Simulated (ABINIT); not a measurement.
Write the native input for ABINIT 10.8.3 (patched build) that does the following.

* Task: single point
* Functional: r2SCAN
* Potentials or basis: JTH PAW PBE v2.0
* Cutoff: 762 eV
* k mesh: 16 × 16 × 16
* Occupations: fermi-dirac, width 0.05 eV
* Spin: no spin polarisation
* Fine-grid cutoff: 1360.57 eV

Pd:

```xyz
1
Lattice="0.0000 1.9465 1.9465 1.9465 0.0000 1.9465 1.9465 1.9465 0.0000" Properties=species:S:1:pos:R:3 pbc="T T T"
Pd    0.0000    0.0000    0.0000
```

One way to write it, as run:

run.abi

```
# Pseudopotentials
pp_dirpath "./"
pseudos "Pd.GGA_PBE-JTH.xml"

# Structure
acell 3*1.0
rprim
     0.0000000000     3.6783519016     3.6783519016
     3.6783519016     0.0000000000     3.6783519016
     3.6783519016     3.6783519016     0.0000000000
ntypat 1
znucl 46
natom 1
typat 1
xred
     0.0000000000     0.0000000000     0.0000000000

# Plane-wave basis
ecut 28.0
pawecutdg 50.0

# k points
kptopt 1
ngkpt 16 16 16
nshiftk 1
shiftk 0.0 0.0 0.0

# Exchange and correlation
ixc -497498
usekden 1
pawxcdev 0

# Bands and occupations
nband 13
occopt 3
tsmear 0.05 eV

# SCF cycle
nstep 100
tolvrs 1.0e-7

# Output
iomode 3
prtwf 0
prteig 0
prtebands 0
enunit 1
prtden 1
prtvha 1
prtvclmb 1
prtpot 1
```

Potentials or basis: JTH PAW PBE v2.0.

Run with:

```sh
$ abinit run.abi > log 2>&1
```

Results of the run:

```yaml
Pressure: 3.7 GPa
Band_gap_on_the_k_mesh: none (metal or under the smearing width)
Valence_electrons_inside_the_program's_atomic_spheres: Pd 16.97 (radii [1.3291] Å)
```

Caveat: the PAW data sets were made with another functional, which shifts forces and pressure a little.

It took 2.9 min on 1 thread of Intel(R) Xeon(R) 6975P-C (Granite Rapids), with other jobs on the host, peak memory 0.17 GiB.
